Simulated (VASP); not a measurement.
Wanted: the native input for a VASP 6.6.1 run.

```
Task                   : optical spectrum
Functional             : PBE
Potentials or basis    : VASP PAW PBE potentials, release 64 (Zn, S)
Cutoff                 : 520 eV
k mesh                 : 10 × 10 × 10
Occupations            : gaussian, width 0.03 eV
Spin                   : no spin polarisation
Further INCAR settings : ALGO = Normal; EDIFF = 1e-07; NBANDS = 41
```

The structure of ZnS lies in POSCAR:

```
ZnS                                     
1.0
    0.0000000000      2.6803314387      2.6803314387
    2.6803314387      0.0000000000      2.6803314387
    2.6803314387      2.6803314387      0.0000000000
  Zn              S             
     1     1
Direct
     0.2500000000000000    0.2500000000000000    0.2500000000000000
     0.0000000000000000    0.0000000000000000    0.0000000000000000
```

The input as run:

INCAR

```
PREC = Accurate
ENCUT = 520
EDIFF = 1E-7
ISMEAR = 0
SIGMA = 0.03
LREAL = F
LASPH = T
NELM = 80
ALGO = Normal
ISIF = 2
LWAVE = F
LCHARG = F
GGA = PE
LOPTICS = T
NBANDS = 41
NEDOS = 1000
CSHIFT = 0.05
```

KPOINTS

```
regular mesh
0
Gamma
  10 10 10
```

Potentials or basis: VASP PAW PBE potentials, release 64 (Zn, S).

Launch:

```sh
$ cat potpaw_PBE.64/Zn/POTCAR potpaw_PBE.64/S/POTCAR > POTCAR
$ mpirun -np 1 vasp_std > vasp.out
```

Results of the run:

```
Pressure               : 3.7 GPa
Band gap on the k mesh : 2.22 eV, direct
```

Caveat: spectra need much finer meshes, so this one isn't converged; independent-particle spectra lack excitons.

It took 28 s on 1 thread of Intel(R) Xeon(R) 6975P-C (Granite Rapids) (shared host), peak memory 0.23 GiB.
